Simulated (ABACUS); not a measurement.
## V under changes of volume

One of the cells (13.891 Å³/atom); the others are scaled copies at fixed shape and fractional positions:

```
V
1.0
     1.51435    1.51435    1.51435
    -1.51435    1.51435    1.51435
    -1.51435   -1.51435    1.51435
V
1
Direct
  0.00000 0.00000 0.00000
```

```yaml
Program: ABACUS 3.10.1
Functional: PBE
Potentials_or_basis: PseudoDojo NC SR 0.5 PBE standard
Cutoff: 1361 eV
Density_cutoff: 5442 eV
Basis: TZDP LCAO (the cutoffs set its grid)
k_mesh: 11 × 11 × 11
Occupations: fermi-dirac, width 0.05 eV
Spin: collinear spin, ferromagnetic start
Starting_moments: "[2.0] μB"
```

| volume (Å³/atom) | energy over the lowest point (meV/atom) | pressure (GPa) |
| --- | --- | --- |
| 13.058 | 8.12 | 6.6 |
| 13.336 | 0.72 | 2.4 |
| 13.613 | 0.00 | -1.4 |
| 13.891 | 5.64 | -4.9 |
| 14.169 | 16.85 | -8.0 |
| 14.447 | 33.29 | -10.8 |
| 14.725 | ? | ? |

Q: What does the run at 14.725 Å³/atom give?

A: Energy over the lowest point 54.31 meV/atom; pressure -13.3 GPa.

Worked out: A Birch-Murnaghan fit of order 3 (a polynomial in V^(-2/3)) to the other rows has its minimum at 13.50 Å³/atom with B0 = V·E''(V) = 180 GPa and B' = 3.4. It gives 54.47 meV/atom at 14.725 Å³/atom, against the run's 54.31, and -dE/dV = -13.5 GPa, against -13.3.

Energies are extrapolated to zero smearing.

Caveats: the atomic orbitals were generated for these runs and aren't a published set; the basis of atomic orbitals isn't converged, which shifts pressures, moduli and gaps.
